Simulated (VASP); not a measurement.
# Sr, self-consistent run: which settings are enough?

Sr, P1 (no. 1), 32 atoms in the cell. PBEsol; PAW potentials Sr_sv (PBE set). VASP 6.6.1.

Wanted: energy within 10 meV/atom; forces within 0.05 eV/Å.

What the run is for: forces in a large cell; Accuracy asked: screening; Cell repeated: 2 × 2 × 2.

POSCAR:
```
Sr
1.0
   -8.3170097810      8.3170097810      7.1536121444
    8.3170097810     -8.3170097810      7.1536121444
    8.3170097810      8.3170097810     -7.1536121444
Sr
32
Direct
    0.1629890000      0.0807650000      0.2478800000
    0.1656860000      0.0802570000      0.7480490000
    0.1646370000      0.5833840000      0.2480410000
    0.1682800000      0.5841920000      0.7508480000
    0.6687170000      0.0839790000      0.2508480000
    0.6661530000      0.0832560000      0.7503860000
    0.6640990000      0.5798990000      0.2481910000
    0.6660660000      0.5859670000      0.7568150000
    0.3313890000      0.4137920000      0.2487110000
    0.3345600000      0.4159270000      0.7489440000
    0.3271710000      0.9136730000      0.2471710000
    0.3303450000      0.9159340000      0.7522470000
    0.8328440000      0.4153620000      0.2489880000
    0.8337960000      0.4164740000      0.7510440000
    0.8352840000      0.9188890000      0.2499510000
[... 4 lines left out ...]
    0.4162820000      0.6624960000      0.5814760000
    0.9139920000      0.1665180000      0.0824450000
    0.9156690000      0.1688140000      0.5877810000
    0.9202830000      0.6664240000      0.0895450000
    0.9178330000      0.6675950000      0.5856030000
    0.0849370000      0.3305010000      0.4133100000
    0.0869930000      0.3346230000      0.9165420000
    0.0802200000      0.8305400000      0.4157230000
    0.0828540000      0.8364130000      0.9144970000
    0.5843340000      0.3361940000      0.4169030000
    0.5844020000      0.3300640000      0.9150830000
    0.5776970000      0.8320350000      0.4138030000
    0.5809900000      0.8273650000      0.9101580000
```

The series start from Plane-wave cutoff (eV): 260; Projection operators (LREAL): Auto, ROPT -0.00025; Electronic threshold (eV): 1e-5; Parallel layout: defaults; Program: vasp_std; Electronic algorithm: ALGO=Normal; Data layout and linear algebra: defaults. Each series keeps the choices made before it, and each single choice may use up half of a tolerance.

## Plane-wave cutoff (eV)

| Plane-wave cutoff (eV) | Energy less reference (meV/atom) | Forces, largest deviation (eV/Å) | SCF iterations | Time (s) |
|---|---|---|---|---|
| 210 | -11 | 0.005 | 16 | 32 |
| 230 | -6 | 0.002 | 16 | 38 |
| 260 | -4 | 0.001 | 16 | 41 |
| 300 | -2 | 0.002 | 16 | 45 |
| 370 (reference) | 0 | 0.000 | 16 | 77 |

Chosen: 260, the loosest value from which every tighter one stays within half of the tolerance.

## Projection operators (LREAL)

| Projection operators (LREAL) | Energy less reference (meV/atom) | Forces, largest deviation (eV/Å) | SCF iterations | Time (s) |
|---|---|---|---|---|
| Auto, ROPT -0.005 | 3 | 0.025 | 16 | 29 |
| Auto, ROPT -0.002 | -1 | 0.001 | 16 | 33 |
| Auto, ROPT -0.001 | 0 | 0.003 | 16 | 28 |
| Auto, ROPT -0.0005 | 0 | 0.001 | 16 | 30 |
| Auto, ROPT -0.00025 | 0 | 0.001 | 16 | 41 |
| Auto, ROPT -0.0001 | 0 | 0.000 | 16 | 36 |
| False (reference) | 0 | 0.000 | 16 | 42 |

Chosen: Auto, ROPT -0.005.

## Electronic threshold (eV)

| Electronic threshold (eV) | Energy less reference (meV/atom) | Forces, largest deviation (eV/Å) | SCF iterations | Time (s) |
|---|---|---|---|---|
| 0.001 | 0 | 0.012 | 11 | 18 |
| 0.0001 | 0 | 0.001 | 14 | 25 |
| 1e-5 | 0 | 0.000 | 16 | 29 |
| 1e-6 | 0 | 0.000 | 18 | 36 |
| 1e-7 (reference) | 0 | 0.000 | 22 | 35 |

Chosen: 0.001.

## Parallel layout

| Parallel layout | Energy less reference (meV/atom) | Forces, largest deviation (eV/Å) | SCF iterations | Time (s) |
|---|---|---|---|---|
| defaults | 0 | 0.000 | 11 | 18 |
| NCORE=2 | 0 | 0.000 | 11 | 20 |
| NCORE=4 | 0 | 0.000 | 11 | 16 |
| NCORE=8 | 0 | 0.000 | 11 | 16 |
| NPAR=2 | 0 | 0.000 | 11 | 16 |

Chosen: defaults; no other choice that stays within half of the tolerance saves 30 % of the time.

## Program

| Program | Energy less reference (meV/atom) | Forces, largest deviation (eV/Å) | SCF iterations | Time (s) |
|---|---|---|---|---|
| vasp_std | 0 | 0.000 | 11 | 18 |
| vasp_gam | 0 | 0.004 | 11 | 14 |

Chosen: vasp_std.

## Electronic algorithm

| Electronic algorithm | Energy less reference (meV/atom) | Forces, largest deviation (eV/Å) | SCF iterations | Time (s) |
|---|---|---|---|---|
| ALGO=Normal | 0 | 0.000 | 11 | 18 |
| ALGO=Fast | 0 | 0.015 | 14 | 22 |
| ALGO=VeryFast | 1 | 0.032 | 57 | 70 |
| ALGO=All ISEARCH=1 | 0 | 0.060 | 23 | 35 |

Chosen: ALGO=Normal.

## Data layout and linear algebra

| Data layout and linear algebra | Energy less reference (meV/atom) | Forces, largest deviation (eV/Å) | SCF iterations | Time (s) |
|---|---|---|---|---|
| defaults | 0 | 0.000 | 11 | 18 |
| LPLANE=False | 0 | 0.000 | 11 | 18 |
| LSCALAPACK=False | 0 | 0.000 | 11 | 17 |
| LSCALU=True | 0 | 0.000 | 11 | 17 |

Chosen: defaults.

## All choices together

| Input | Energy less reference (meV/atom) | Forces, largest deviation (eV/Å) | Time (s) |
|---|---|---|---|
| the program's defaults (naive) | -6 | 0.007 | 27 |
| chosen settings | -1 | 0.029 | 18 |
| reference settings throughout | 0 | 0.000 | 87 |

The tolerance is met.

## The input

INCAR:
```
SYSTEM = Sr
GGA = PS ; ISMEAR = 1
SIGMA = 0.1 ; LWAVE = .False.
LCHARG = .False. ; ISIF = 2
ISYM = 0 ; PREC = Accurate
LASPH = .True. ; LREAL = Auto
ALGO = Normal ; EDIFF = 0.001
NELM = 120 ; GGA_COMPAT = .False.
ENCUT = 260 ; ROPT = -0.005
```

KPOINTS:
```
k-points
0
Gamma
  1 1 1
```

Commands:
```
cat potpaw_PBE.64/Sr_sv/POTCAR > POTCAR
mpirun -np 8 vasp_std > vasp.out
```

The naive input happens to agree within the tolerance here, in 27 s.

Limits: Only the k mesh 1 × 1 × 1 was run, so its error is untested.

The chosen input took VASP 6.6.1 18 s on 8 cores (Intel Xeon 6975P-C (Granite Rapids)), a shared host.

## An input that fails: Gamma-only program on a mesh of k points

VASP's message: You are using the Gamma-point-only version with more than one k-point or some other non-Gamma k-point.

k mesh: 1 × 1 × 1 becomes 2 × 2 × 2.

Changes against the starting input:
```
- NELM = 120
+ NELM = 59
- vasp_std
+ vasp_gam
(KPOINTS)
-k-points
+Automatic mesh
-  1 1 1
+  2 2 2
+  0 0 0
```
